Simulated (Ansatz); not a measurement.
Zincblende CdS, relaxed with r2SCAN in the plane-wave code Ansatz: it is cubic, F-43m (No. 216); conventional cell a = 5.878 Å, 25.39 Å³ an atom. Cd is surrounded by 4 S at 2.55 Å; S is surrounded by 4 Cd at 2.55 Å. It was then strained (isotropic on every length). Unstrained, HSE06 gives 2.106 eV (Γ, 6×6×6 mesh), and the band edges keep their places in every row. Stress is positive in compression. The values are computed, spin-unpolarised, and not measurements.

```
strain (%)  ln(V/V₀)  ΔE_g, HSE06 (eV)  Δpressure, r2SCAN (GPa)
      -4.0   -0.1225            +0.284                    +9.73
      -2.0   -0.0606            +0.146                    +4.19
      -1.5   -0.0453            +0.110                    +3.03
      +1.0   +0.0299            -0.076                    -1.69
      +2.0   +0.0594            -0.152                    -3.14
      +3.0   +0.0887            -0.230                    -4.40
```

Fit ΔE_g = a x + b x² to these rows by least squares, with x = ln(V/V₀).
The normal equations take Σx² = 3.302e-02, Σx³ = -1.220e-03, Σx⁴ = 3.180e-04, ΣxΔE = -8.032e-02 and Σx²ΔE = 2.610e-03, and give a = -2.48 eV, b = -1.3 eV; the largest residual is 0.001 eV. a is the volume deformation potential of this gap.

Fit the change of pressure in the same way.
Δpressure = -61.7 x + (142) x² GPa. So B₀ = 61.7 GPa and B′ ≈ 2 × 142/61.7 = 4.6; two terms over so wide a range bias B₀ by a few per cent and B′ by more; the gap's pressure coefficient at zero is −a/B₀ = +40 meV/GPa, with HSE06's a and r2SCAN's B₀.

Predict the withheld row at -1.0 % (x = -0.0302).
ΔE_g ≈ -2.48 × (-0.0302) + (-1.3) × (-0.0302)² = +0.074 eV, and Δpressure ≈ +1.99 GPa. The runs give +0.074 eV and +1.95 GPa, off by 0.000 eV and -0.04 GPa.

Spin-orbit coupling is left out.

The meshes of the hybrids are coarse, so their gaps aren't converged to the digits shown.
